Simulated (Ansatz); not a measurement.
# AlN: a single-point run

Aim: a sound single-point run of AlN. The structure is shown as the input types it.

Computed with Ansatz 0.2.0 (DFT, PBE, PAW with Ansatz's default frozen-core files, scalar-relativistic, unless a step's input says otherwise).

## 1. The structure to begin with

The structure is tetragonal, space group I4mm (No. 107). The conventional cell has a = 2.797 Å, b = 2.797 Å, c = 3.956 Å, α = 90.00°, β = 90.00°, γ = 90.00°. Al (site symmetry 4mm) is surrounded by 6 N at 1.90 to 2.06 Å. N (site symmetry 4mm) has 6 Al at 1.90 to 2.06 Å in its first shell of neighbours.

Structure file:

```xyz
2
Lattice="0.0000 1.9780 1.9780 1.9780 0.0000 1.9780 1.9780 1.9780 0.0000" Properties=species:S:1:pos:R:3 pbc="T T T"
Al    0.0000    0.0000    0.0800
N     1.9780    1.9780    1.9780
```

## 2. Running it

The input, input.yaml:

```yaml
crystal:
  lattice:
    - [0.0, 1.978, 1.978]
    - [1.978, 0.0, 1.978]
    - [1.978, 1.978, 0.0]
  atoms:
    - { symbol: Al, position: [0.0202224469, 0.0202224469, -0.0202224469] }
    - { symbol: "N", position: [0.5, 0.5, 0.5] }
kpoints:
  mp_grid: { grid: [0, 10, 10] }
scf:
  occupations: { method: fermi_dirac, width: 0.02 }
  max_iter: 100
hamiltonian:
  xc: pbe
  pseudopotentials: { kind: paw }
output:
  forces: true
  stress: true
  eigenvalues: true
  efg: { contact_densities: true }
```

The run is started by

```
> ansatz run input.yaml --threads 1 --pin off --max-ram 2048MiB --backend cpu --events-out ev --progress --plain --runs-dir out
```

What happens when this is run?

Nothing was computed: the input was turned down at the start. Its message: «invalid value for `kpoints.mp_grid.grid`: each dimension must be in 1..=255»

In the input, kpoints.mp_grid.grid is [0, 10, 10]. The k-point mesh is ill-defined.

Fix: set kpoints.mp_grid.grid to [10, 10, 10].
